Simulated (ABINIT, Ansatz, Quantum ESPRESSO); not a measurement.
**BAs: electronic dielectric constant by level of theory**

Symmetry: F-43m, No. 216, cubic system. The conventional cell has a = 4.777 Å, b = 4.777 Å, c = 4.777 Å, α = 90.00°, β = 90.00°, γ = 90.00°. As (site symmetry -43m) has 4 B at 2.07 Å as nearest neighbours. B (site symmetry -43m) has 4 As at 2.07 Å as nearest neighbours.

| rung | level | program and potentials | cutoff (eV) | k mesh | smearing | task | spin | core time | chip | electronic dielectric constant | notes |
| --- | --- | --- | --- | --- | --- | --- | --- | --- | --- | --- | --- |
| GGA | BLYP | Ansatz, PAW datasets made for the crystal | 290 | 10 × 10 × 10 | fixed | dielectric tensor | off | 51 s | Intel Xeon 6975P-C Granite Rapids | 9.44 | 4 valence electrons an atom on average |
| GGA | WC | Quantum ESPRESSO, GBRV 1.5 PBE | 612 | 6 × 6 × 6, shifted | fixed | phonons | off | 93 s | Intel Xeon | 9.90 | potentials made for PBE; 4 valence electrons an atom on average; cell relaxed first (13.67 Å³/atom) |
| LDA | LDA | Quantum ESPRESSO, GBRV 1.5 LDA | 612 | 6 × 6 × 6, shifted | fixed | phonons | off | 99 s | Intel Xeon | 9.68 | 4 valence electrons an atom on average; cell relaxed first (13.38 Å³/atom) |
| GGA | PW91 | Quantum ESPRESSO, GBRV 1.5 PBE | 612 | 6 × 6 × 6, shifted | fixed | phonons | off | 1.8 min | Intel Xeon | 9.86 | potentials made for PBE; 4 valence electrons an atom on average; cell relaxed first (13.99 Å³/atom) |
| GGA | PBE | Quantum ESPRESSO, GBRV 1.5 PBE | 612 | 6 × 6 × 6, shifted | fixed | phonons | off | 1.8 min | Intel Xeon | 9.88 | 4 valence electrons an atom on average; cell relaxed first (13.99 Å³/atom) |
| GGA | PBEsol | ABINIT, PseudoDojo NC SR PBEsol v0.4.1 standard | 1034 | 4 × 4 × 4, 4 shifts | fixed | dielectric tensor | off | 2.6 min | AMD EPYC 9R45 Zen 5 | 10.09 | 9 valence electrons an atom on average |
| GGA | PBE | Quantum ESPRESSO, SSSP 1.3 efficiency PBE | 748 | 8 × 8 × 8, shifted | fixed | phonons | off | 3.6 min | Arm Neoverse N1 | 9.90 | 4 valence electrons an atom on average; cell relaxed first (13.97 Å³/atom) |
| GGA | PBE | Ansatz, Ansatz PAW | 420 | 7 × 7 × 7 | fixed | phonons | off | 4.5 min | Intel Xeon | 9.78 | 9 valence electrons an atom on average |
| GGA | AM05 | Quantum ESPRESSO, PseudoDojo 0.4.1 SR PBE standard | 1143 | 8 × 8 × 8, shifted | fixed | phonons | off | 4.8 min | AMD EPYC 9R45 Zen 5 | 9.74 | potentials made for PBE; 9 valence electrons an atom on average; cell relaxed first (13.53 Å³/atom) |
| LDA | LDA | ABINIT, PseudoDojo NC SR LDA v0.4.1 standard | 925 | 6 × 6 × 6, 4 shifts | fixed | dielectric tensor | off | 13 min | Arm Neoverse V2 | 9.72 | 9 valence electrons an atom on average |
| GGA | PBE | Quantum ESPRESSO, PseudoDojo 0.4.1 SR PBE standard | 1143 | 8 × 8 × 8, shifted | fixed | phonons | off | 14 min | Arm Neoverse V2 | 9.79 | 9 valence electrons an atom on average; cell relaxed first (13.90 Å³/atom) |
| GGA | RPBE | Quantum ESPRESSO, PseudoDojo 0.4.1 SR PBE standard | 1143 | 8 × 8 × 8, shifted | fixed | phonons | off | 16 min | Arm Neoverse V1 | 9.81 | potentials made for PBE; 9 valence electrons an atom on average; cell relaxed first (14.12 Å³/atom) |
| LDA | LDA | Quantum ESPRESSO, PseudoDojo 0.4.1 SR LDA standard | 1088 | 8 × 8 × 8, shifted | fixed | phonons | off | 21 min | Arm Neoverse N1 | 9.60 | 9 valence electrons an atom on average; cell relaxed first (13.24 Å³/atom) |
| GGA + dispersion | PBE+D3(BJ) | Quantum ESPRESSO, PseudoDojo 0.4.1 SR PBE standard | 1143 | 8 × 8 × 8, shifted | fixed | phonons | off | 22 min | Intel Xeon Platinum 8375C Ice Lake | 9.67 | 9 valence electrons an atom on average; cell relaxed first (13.51 Å³/atom) |
| LDA | LDA | Quantum ESPRESSO, PseudoDojo 0.4.1 SR LDA standard | 1088 | 6 × 6 × 6, shifted | fixed | phonon dispersion | off | 23 min | Arm Neoverse V1 | 9.61 | 9 valence electrons an atom on average; cell relaxed first (13.24 Å³/atom) |
| GGA | PBEsol | Quantum ESPRESSO, PseudoDojo 0.4 FR PBEsol standard | 1143 | 8 × 8 × 8, shifted | fixed | dielectric tensor | SOC, no magnetisation | 26 min | Arm Neoverse V1 | 9.82 | 9 valence electrons an atom on average |
| GGA | PBEsol | ABINIT, PseudoDojo NC SR PBEsol v0.4 stringent | 1306 | 6 × 6 × 6, 4 shifts | fixed | dielectric tensor | off | 34 min | Arm Neoverse V1 | 9.86 | 13 valence electrons an atom on average |
| GGA | PBE | ABINIT, PseudoDojo NC FR PBE v0.4 standard | 1034 | 4 × 4 × 4, 4 shifts | fixed | phonon dispersion | SOC, no magnetisation | 75 min | Intel Xeon 6975P-C Granite Rapids | 9.97 | 9 valence electrons an atom on average |

Times are single runs on shared hosts and different chips, so they are rough; meshes, cutoffs and the tasks' sizes weigh on the time. Smearing widths are in eV. The cell comes from a database and isn't always the measured one. Meshes differ between rows, which moves values too. All levels ran on this one cell, unrelaxed unless noted. Meshes are those of the run's cell of 2 atoms unless a note names another. Ansatz refines the mesh for the field response beyond the one shown. Runs on faulty files, with rough fits or with known faults for this quantity aren't shown.

By rung: LDA in relaxed cells 9.60 to 9.68; LDA 9.72; GGA 9.44 to 10.09; GGA in relaxed cells 9.74 to 9.90; GGA + dispersion in relaxed cells 9.67.
